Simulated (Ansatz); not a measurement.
Cubic perovskite CsPbI3 (cubic high-temperature phase)

All values below come from dielectric-dependent PBE hybrid in Ansatz (PAW).

Run with plane-wave cutoff 460 eV, 4×4×4 k mesh, Fermi–Dirac smearing 0.01 eV, scalar-relativistic PAW data made under PBE.

Cell: measured lattice: a = 6.289 Å, b = 6.289 Å, c = 6.289 Å, α = 90.00°, β = 90.00°, γ = 90.00°.

```yaml
band_gap: 2.05 eV (on the SCF k mesh)
direct gap at Γ: 5.42 eV
```

Note: held by symmetry at 0 K, a high-temperature phase can be a saddle point; cell and atoms aren't relaxed at this level (pressure 0.7 GPa).

Spin–orbit coupling is not included; with these elements it can move the gap by several tenths of an eV or more.

Computed values are for the static lattice.

Ansatz is a program for electronic structure.
